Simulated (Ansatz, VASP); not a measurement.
## Two plane-wave programs on BP

The input INCAR:

```
SYSTEM = BP
PREC = Accurate
ENCUT = 520
EDIFF = 1E-6
ISMEAR = 0
SIGMA = 0.02
LREAL = .False.
LASPH = .True.
NELM = 100
ALGO = Normal
ISIF = 2
LWAVE = .False.
LCHARG = .True.
GGA = PE
LELF = .True.
LVHAR = .True.
NBANDS = 11
```

KPOINTS

```
Automatic mesh
0
Gamma
  10 10 10
  0 0 0
```

POSCAR

```
BP
1.0
    0.0000000000      2.2037717994      2.2037717994
    2.2037717994      0.0000000000      2.2037717994
    2.2037717994      2.2037717994      0.0000000000
B P
1 1
Direct
    0.0000000000      0.0000000000      0.0000000000
    0.2500000000      0.2500000000      0.2500000000
```

Input for Ansatz:

```yaml
crystal:
  lattice:
    - [0.0, 2.2037717994, 2.2037717994]
    - [2.2037717994, 0.0, 2.2037717994]
    - [2.2037717994, 2.2037717994, 0.0]
  atoms:
    - { symbol: B, position: [0.0, 0.0, 0.0] }
    - { symbol: P, position: [0.25, 0.25, 0.25] }
basis:
  ecutwfc: 420
kpoints:
  mp_grid: { grid: [10, 10, 10] }
hamiltonian:
  xc: pbe
scf:
  occupations: { method: gaussian, width: 0.02 }
output:
  forces: true
  stress: true
  eigenvalues: true
```

Alike in both runs: task single point; functional PBE; k mesh 10 × 10 × 10; occupations gaussian, width 0.02 eV; no spin polarisation.

```csv
,VASP,Ansatz
version,VASP 6.6.1,Ansatz 0.2.0
potentials or method,"VASP PAW PBE potentials, release 64 (B, P)","scalar-relativistic, plane waves, PAW"
plane-wave cutoff (eV),520,420
valence electrons in the cell,8,8
```

```csv
,VASP,Ansatz,Ansatz less VASP
gap on the k mesh at the Fermi level (eV),1.12,1.12,+0.005
least direct gap on the mesh (eV),3.55,3.55,+0.004
pressure (GPa),17.9,18.3,+0.34
```

Caveats: so large a pressure means that the cell lies far from this level's equilibrium, or that cutoff or potentials fall short (VASP). A k mesh can miss the band edges. As with any semilocal functional, this PBE gap is likely too small.
